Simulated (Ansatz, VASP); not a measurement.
# Cross-check of Si (silicene, 1 layer) between VASP and Ansatz, part 2 of 2

One calculation is typed for both programs; each brings its own data sets. How far apart do they land? Of the first pair: The structure shown is the start of the Ansatz relaxation below; VASP solves that cell, so the two are compared at the walk's first step.

VASP 6.6.1 and Ansatz 0.2.0.

So far: The structure; Ansatz: relaxation, PBE; VASP: single point, PBE, start cell, pair 1.

## Step 3: VASP: single point, PBE, start cell, pair 1 (continued)

Level of this step: PBE; plane waves and PAW (Si) (VASP).

Numbers of over 12 decimals in the logs are rounded to 6 here.

From OUTCAR (step 3):

```text
ion  position               nearest neighbor table
   1  0.667  0.333  0.486-   2 2.28   2 2.28   2 2.28
   2  0.333  0.667  0.514-   1 2.28   1 2.28   1 2.28

  LATTYP: Found a hexagonal cell.
 ALAT       =     3.8700000000
 C/A-ratio  =     4.2506459948

 Subroutine GETGRP returns: Found 12 space group operations
 (whereof 12 operations were pure point group operations)

The static configuration has the point symmetry D_3d.

 Found     19 irreducible k-points:

   k-points           NKPTS =     19   k-points in BZ     NKDIM =     19   number of bands    NBANDS=     10

   dimension x,y,z NGX =    28 NGY =   28 NGZ =  108
   dimension x,y,z NGXF=    56 NGYF=   56 NGZF=  216

   ENCUT  =  400.0 eV  29.40 Ry    5.42 a.u.   6.31  6.31 26.83*2*pi/ulx,y,z

   NELECT =       8.0000    total number of electrons

 k-points in reciprocal lattice and weights: Automatic mesh
   0.00000000  0.00000000  0.00000000       0.007
   0.08333333  0.00000000  0.00000000       0.042
   0.16666667 -0.00000000  0.00000000       0.042
   0.25000000  0.00000000  0.00000000       0.042
   0.33333333 -0.00000000  0.00000000       0.042
   0.41666667  0.00000000  0.00000000       0.042
   0.50000000  0.00000000  0.00000000       0.021
   0.08333333  0.08333333  0.00000000       0.042
   0.16666667  0.08333333  0.00000000       0.083
[...]
0.33333333  0.25000000  0.00000000       0.083
   0.33333333  0.33333333  0.00000000       0.014

 dipolmoment           0.000000      0.000000      0.000000 electrons x Angstroem

 average (electrostatic) potential at core
       1 -92.0663       2 -92.0663

 E-fermi :  -2.5909

 k-point     1 :       0.0000    0.0000    0.0000
  band No.  band energies     occupation
      1     -13.6659      2.00000
      2      -5.7500      2.00000
      3      -3.8524      2.00000
      4      -3.8524      2.00000
      5      -0.7315      0.00000
      6      -0.0066      0.00000
      7       0.3852      0.00000
      8       0.3852      0.00000
      9       1.8536      0.00000
    ...

 k-point     2 :       0.0833    0.0000    0.0000
  band No.  band energies     occupation
      1     -13.5851      2.00000
      2      -5.6956      2.00000
      3      -4.4570      2.00000
      4      -3.9954      2.00000
      5      -0.3265      0.00000
      6       0.0473      0.00000
      7       0.4627      0.00000
      8       0.6841      0.00000
      9       1.9436      0.00000
    ...

 k-point     3 :       0.1667   -0.0000    0.0000
  band No.  band energies     occupation
      1     -13.3444      2.00000
      2      -5.8978      2.00000
      3      -5.2363      2.00000
      4      -4.3241      2.00000
      5      -0.4868      0.00000
      6       0.1688      0.00000
      7       1.4749      0.00000
      8       1.5042      0.00000
      9       2.1902      0.00000
    ...

  Total       -0.0482681     -0.0482681     -0.0051871      0.0000000      0.0000000     -0.0000000
  in kB       -0.3624538     -0.3624537     -0.0389510      0.0000000      0.0000000     -0.0000000
  external PRESSURE =      -0.2546195 kB  Pullay stress =       0.0000000 kB

  energy-cutoff  :      400.00
  volume of cell :      213.36
      direct lattice vectors                 reciprocal lattice vectors
     3.870000000  0.000000000  0.000000000     0.258397933  0.149186130  0.000000000
    -1.935000000  3.351518000  0.000000000     0.000000000  0.298372260  0.000000000
     0.000000000  0.000000000 16.450000000     0.000000000  0.000000000  0.060790274

 POSITION                                       TOTAL-FORCE (eV/Angst)
 -----------------------------------------------------------------------------------
      1.93500      1.11717      8.00000        -0.000000      0.000000      0.004283
      0.00000      2.23435      8.45000         0.000000     -0.000000     -0.004283
 -----------------------------------------------------------------------------------
    total drift:                                0.000000     -0.000028      0.000000

  FREE ENERGIE OF THE ION-ELECTRON SYSTEM (eV)
  ---------------------------------------------------
  free  energy   TOTEN  =        -9.5683376774 eV

  energy  without entropy=       -9.5664072157  energy(sigma->0) =       -9.56737245

 vacuum level on the upper side and lower side of the slab         2.011         2.011

 total charge
# of ion       s       p       d       tot
------------------------------------------
    1        0.777   0.900   0.000   1.677
    2        0.777   0.900   0.000   1.677
--------------------------------------------------
tot          1.554   1.800   0.000   3.354

[... 3 further parts left out ...]
```

## Step 4: Differences

Known differences besides the potentials themselves: the cutoff is 420 eV in Ansatz and 400 eV in VASP. Total energies have different zeros and are not compared.

At this near-relaxed geometry the largest component of a force difference is 6 meV/Å. With vacuum in the cell, a pressure given here is an average over mostly empty space and none of the material.

## Step 5: Ansatz: relaxation, PBE

This run makes the geometry at which the two programs are then compared.

The structure compared here is the end of the Ansatz relaxation.

Contents of input.yaml:

```yaml
crystal:
  lattice:
    - [3.87, 0.0, 0.0]
    - [-1.935, 3.3515183126, 0.0]
    - [0.0, 0.0, 16.45]
  atoms:
    - { symbol: Si, position: [0.6666666667, 0.3333333333, 0.4863221884] }
    - { symbol: Si, position: [0.3333333333, 0.6666666667, 0.5136778116] }
kpoints:
  mp_grid: { grid: [12, 12, 1] }
hamiltonian:
  xc: pbe
scf:
  occupations: { method: fermi_dirac, width: 0.05 }
  convergence: { dr2_threshold: 1.0e-08 }
efield:
  axis: 3
  dipole_correction: true
  ramp_position: 0.97
  ramp_width: 0.04
relax:
  f_tol: 0.01
  cell: { fix: [c, alpha, beta] }
output:
  write_potential: true
  write_density: true
  volumetric_format: npy
```

Command:

```bash
$ ansatz run input.yaml --threads 4 --pin off --max-ram 8192MiB --backend cpu --events-out ev --progress --plain --runs-dir out
```

Output:

```text
[...]
Crystal: 2 atoms, lattice volume = 213.363 Å³
Basis set: ecut = 420 eV, 4243 PW (Γ), exchange–correlation on 54×54×240 points (8 copies of the dense FFT grid, shifted against one another)
[...]
--- Relaxed structure (1 steps of the walk, 1 accepted, 1 SCFs on fresh bases) ---
[...]
cell:  # Å, volume = 213.3627 Å³
    - [3.870000, 0.0, 0.0]
    - [-1.935000, 3.351518, 0.0]
    - [0.0, 0.0, 16.45]
  atoms:
    - { symbol: Si, position: [0.666667, 0.333333, 0.4863221884] }
    - { symbol: Si, position: [0.333333, 0.666667, 0.513678] }
[key lines of the parts left out:]
SCF converged after 3 iterations
Free energy (F): -1270.340339 eV
Fermi energy:    -2.512232 eV
Dipole field:    D = -0.000014 V/Å  (p = -0.000016 e·Å, saw-weighted, corrected)
Work function:   Φ+ = 4.5986 eV   Φ− = 4.5984 eV
P = ⅓ Tr σ = -0.0148 GPa (-0.148 kbar)
```

## Step 6: VASP: single point, PBE, relaxed cell, pair 2

The same cell, functional, mesh and smearing now go to VASP, with its own data sets.

Contents of INCAR:

```
SYSTEM = Si
PREC = Accurate
ENCUT = 500
EDIFF = 1E-06
NELM = 120
ISMEAR = -1
SIGMA = 0.05
LREAL = .FALSE.
ALGO = Normal
GGA = PE
NBANDS = 10
LORBIT = 11
LWAVE = .FALSE.
LCHARG = .FALSE.
ISIF = 2
LDIPOL = .TRUE.
IDIPOL = 3
DIPOL = 0.5 0.5 0.5
LVHAR = .TRUE.
LASPH = .TRUE.
GGA_COMPAT = .FALSE.
NELMDL = -8
```

Contents of POSCAR:

```
Si
1.0
    3.8700000000      0.0000000000      0.0000000000
   -1.9350000000      3.3515183126      0.0000000000
    0.0000000000      0.0000000000     16.4500000000
Si
2
Direct
    0.6666666667      0.3333333333      0.4863221884
    0.3333333333      0.6666666667      0.5136778116
```

Contents of KPOINTS:

```
Automatic mesh
0
Gamma
12 12 1
0 0 0
```

PAW data sets: Si (PBE family, release 64).

Command:

```bash
$ mpirun -np 1 vasp_std
```

Output:

```text
[... set-up lines as in an earlier step ...]
 entering main loop
       N       E                     dE             d eps       ncg     rms          rms(c)
DAV:   1     0.342269232989E+02    0.34227E+02   -0.23873E+03   380   0.503E+02
DAV:   2    -0.709849977555E+01   -0.41325E+02   -0.38883E+02   544   0.846E+01
DAV:   3    -0.981777010437E+01   -0.27193E+01   -0.27097E+01   490   0.244E+01
DAV:   4    -0.987337533573E+01   -0.55605E-01   -0.55582E-01   568   0.463E+00
[...]
DAV:  20    -0.956837245794E+01   -0.54065E-05   -0.25618E-07   598   0.238E-03    0.312E-03
DAV:  21    -0.956839573739E+01   -0.23279E-04   -0.20606E-06   426   0.450E-03    0.141E-03
DAV:  22    -0.956839630500E+01   -0.56761E-06   -0.27906E-08   576   0.739E-04
   1 F= -.95683963E+01 E0= -.95674311E+01  d E =-.193046E-02
```

From OUTCAR (step 6):

```text
  Total       -0.0481548     -0.0481548     -0.0053992      0.0000000      0.0000000      0.0000000
  in kB       -0.3616030     -0.3616030     -0.0405437      0.0000000      0.0000000      0.0000000
  external PRESSURE =      -0.2545832 kB  Pullay stress =       0.0000000 kB

 POSITION                                       TOTAL-FORCE (eV/Angst)
 -----------------------------------------------------------------------------------
      1.93500      1.11717      8.00000         0.000000      0.000000      0.004276
     -0.00000      2.23435      8.45000        -0.000000     -0.000000     -0.004276
 -----------------------------------------------------------------------------------
    total drift:                                0.000000     -0.000000      0.000000

  FREE ENERGIE OF THE ION-ELECTRON SYSTEM (eV)
  ---------------------------------------------------
  free  energy   TOTEN  =        -9.5683963050 eV

  energy  without entropy=       -9.5664658406  energy(sigma->0) =       -9.56743107

[... 1 part as in an earlier step ...]

[... 2 further parts left out ...]
[key lines of the parts left out:]
E-fermi :  -2.5910
```

## Step 7: Differences

What differs besides the data sets and the points named for the pairs above, as far as they apply: the cutoff is 420 eV in Ansatz and 500 eV in VASP; Ansatz's pressure holds a Pulay correction, VASP's none. Total energies have different zeros and are not compared.

The two programs side by side:

```csv
quantity,Ansatz,VASP,difference
pressure (GPa),-0.01,-0.03,+0.01
"work function, lower of the two faces (eV)",4.60,4.60,0.00
"work function, higher of the two faces (eV)",4.60,4.60,0.00
```

At this near-relaxed geometry the largest component of a force difference is 6 meV/Å. With vacuum in the cell, a pressure given here is an average over mostly empty space and none of the material.

## Step 8: Summary of results

```json
{
  "r.m.s. force difference (single point, PBE, start cell, pair 1)": "3.4 meV/Å",
  "difference in work function, lower of the two faces (single point, PBE, relaxed cell, pair 2)": "-0.0036 eV"
}
```

**Reading.** The r.m.s. force difference is 3.4 meV/Å (single point, PBE, start cell, pair 1), within the 12 meV/Å picked in this series as the mark of a large difference. Such differences can come from data sets, numerical settings and the points named under the comparisons, not from the functional's error against experiment.

[Lines on the potential files, build, host, timing and source positions are cut from VASP's logs without a mark.]

[Logs are printed without paths, hosts, clocks, repeated set-up lines and the standing remarks that a program may print on its own settings, such as how far it seeks lower states.]

[Hosts, paths, dates, database ids (printed as entryN), source tags and the programs' standing remarks are cut or masked in the printed files.]
